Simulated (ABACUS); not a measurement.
The system is Te.

```
CELL_PARAMETERS angstrom
4.45400 0.00000 0.00000
-2.22700 3.85728 0.00000
0.00000 0.00000 5.92400
ATOMIC_POSITIONS crystal
Te 0.73100 0.73100 0.00000
Te 0.00000 0.26900 0.66667
Te 0.26900 0.00000 0.33333
```

| Item | Value |
| --- | --- |
| Program | ABACUS 3.10.1 |
| Task | single point |
| Functional | PBE |
| Potentials or basis | PseudoDojo NC SR 0.4.1 PBE standard |
| Cutoff | 1129 eV |
| Density cutoff | 4517 eV |
| Basis | plane waves |
| k mesh | 7 × 7 × 5 |
| Occupations | fermi-dirac, width 0.05 eV |
| Spin | no spin polarisation |

On this cell: pressure 1.6 GPa; largest force 0.201 eV/Å; band gap on the k mesh 0.62 eV, indirect (least direct gap 0.79 eV).

The same run follows on a disturbed copy (atoms moved at random, drawn with an rms of 0.05 Å):

```
CELL_PARAMETERS angstrom
4.45400 0.00000 0.00000
-2.22700 3.85728 0.00000
0.00000 0.00000 5.92400
ATOMIC_POSITIONS crystal
Te 0.72636 0.72628 0.99901
Te 0.00652 0.27843 0.67379
Te 0.27379 0.01099 0.33305
```

Question: What does the disturbed cell give?

Answer: The energy moves by -0.1 meV/atom; pressure 1.2 GPa; largest force 0.231 eV/Å; band gap on the k mesh 0.48 eV, indirect (least direct gap 0.71 eV).

Forces in eV/Å, atoms in the order of the input:
```
Te  -0.048 -0.029  0.131
Te  -0.088  0.094 -0.191
Te   0.136 -0.064  0.060
```

Stress tensor (GPa, compression positive):
```
 1.10 -0.10 -0.04
-0.10  1.07 -0.15
-0.04 -0.15  1.51
```

Caveats: spin-orbit coupling is left out, which moves the levels of the heavy elements; an odd mesh through Γ misses points on the zone boundary, where band edges often lie.
